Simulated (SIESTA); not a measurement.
Hf:

```
CELL_PARAMETERS angstrom
0.00000 2.22000 2.22000
2.22000 0.00000 2.22000
2.22000 2.22000 0.00000
ATOMIC_POSITIONS crystal
Hf 0.00000 0.00000 0.00000
```

This isn't the form of Hf at room conditions, which is hcp.

Base run:

- Program: SIESTA 5.4.2
- Functional: PBEsol
- Potentials or basis: PseudoDojo 0.4 standard (PBEsol files)
- Basis: DZ (energy shift 0.003 Ry; two zetas on semicore shells)
- Grid cutoff: 800 Ry
- Energy shift: 0.003 Ry
- k mesh: 10 × 10 × 10
- Occupations: fermi-dirac, width 0.05 eV
- Spin: no spin polarisation

Its results: band gap on the k mesh none (metal or under the smearing width); pressure -1.0 GPa.

**Question.** The run is repeated on the same cell with these changes: basis from DZ (energy shift 0.003 Ry; two zetas on semicore shells) to SZ (energy shift 0.003 Ry). What comes out?

**Answer.** Band gap on the k mesh none (metal or under the smearing width); pressure -13.8 GPa.

Caveats: the basis has no polarisation orbitals; short orbitals over semicore shells can move pressures by several GPa; spin-orbit coupling is left out, which moves the levels of the heavy elements; the basis of atomic orbitals isn't converged, which shifts pressures, moduli and gaps.
